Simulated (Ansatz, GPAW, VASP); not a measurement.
# One calculation of C, 4 ways

```xyz
2
Lattice="0.0000 1.7834 1.7834 1.7834 0.0000 1.7834 1.7834 1.7834 0.0000" Properties=species:S:1:pos:R:3 pbc="T T T"
C     2.6751    2.6751    2.6751
C     1.7834    1.7834    1.7834
```

Alike in all runs: task single point; functional PBE; k mesh 13 × 13 × 13; occupations gaussian, width 0.024 eV; no spin polarisation; no spin-orbit coupling. Pressure is positive in compression and, in plane waves, holds the error of the finite cutoff, which Ansatz's Pulay term estimates and takes out.

```
                        program and potentials  plane-wave cutoff (eV)                             notes  pressure (GPa)
                            Ansatz, Ansatz PAW                     420  Pulay term of +1.04 GPa included            1.78
Ansatz, all-electron LAPW, scalar-relativistic                       -                                 -            1.75
                 VASP, PBE PAW files C, 520 eV                     520                                 -            2.46
    GPAW, GPAW PAW data sets (gpaw-data 1.2.1)                     800                                 -            1.42
```

The pressure spans 1.42 (GPAW, GPAW PAW data sets (gpaw-data 1.2.1)) to 2.46 GPa (VASP, PBE PAW files C, 520 eV), with all-electron results at 1.75.

The functional is the same throughout but for its coding, so the spread measures potentials, basis and numerics; runs on potential files found faulty are left out.
